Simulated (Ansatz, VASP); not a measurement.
# One calculation of Si, two programs

The input INCAR:

```
SYSTEM = Si
PREC = Accurate
ENCUT = 520
EDIFF = 1E-6
ISMEAR = -1
SIGMA = 0.1
LREAL = .FALSE.
LASPH = .TRUE.
NELM = 100
ALGO = Normal
ISIF = 2
LWAVE = .FALSE.
LCHARG = .FALSE.
GGA = RP
NBANDS = 8
```

Contents of KPOINTS:

```
regular mesh
0
G
  14 14 14
  0 0 0
```

POSCAR

```
Si
1.0
    2.5751987795      0.0000000000      0.0000000000
    0.0000000000      2.5751987795      0.0000000000
    0.0000000000      0.0000000000      2.5751987795
Si
1
Direct
    0.0000000000      0.0000000000      0.0000000000
```

Input for Ansatz:

```yaml
crystal:
  lattice:
    - [2.5751987795, 0.0, 0.0]
    - [0.0, 2.5751987795, 0.0]
    - [0.0, 0.0, 2.5751987795]
  atoms:
    - { symbol: Si, position: [0.0, 0.0, 0.0] }
hamiltonian:
  xc: rpbe
  pseudopotentials:
    kind: paw
    azcp:
      Si: "pseudopotentials/Si.paw.azcp"
basis:
  ecutwfc: 420
  fft_grid_basis: typed
kpoints:
  mp_grid: { grid: [14, 14, 14], shift: [0, 0, 0] }
magnetization:
  spin_polarized: false
scf:
  occupations: { method: fermi_dirac, width: 0.1 }
  lower_state_search: "off"
output:
  stress: true
```

Alike in both runs: task single point; functional RPBE; k mesh 14 × 14 × 14; occupations fermi-dirac, width 0.1 eV; no spin polarisation.

|  | VASP | Ansatz |
| --- | --- | --- |
| version | VASP 6.6.1 | Ansatz 0.2.0 |
| potentials or method | VASP PAW PBE potentials, release 64 (Si) | plane waves (420 eV) with PAW, scalar-relativistic |
| plane-wave cutoff (eV) | 520 | 420 |
| valence electrons in the cell | 4 | 4 |

Ansatz gave:

```
pressure (GPa) : -3.2
```

Which values does VASP return?

Pressure (GPa): -3.5.

With one functional, cell and mesh, what is left measures potentials, basis and numerics.

Caveats: the PAW data sets were made with another functional, which shifts forces and pressure a little (VASP).
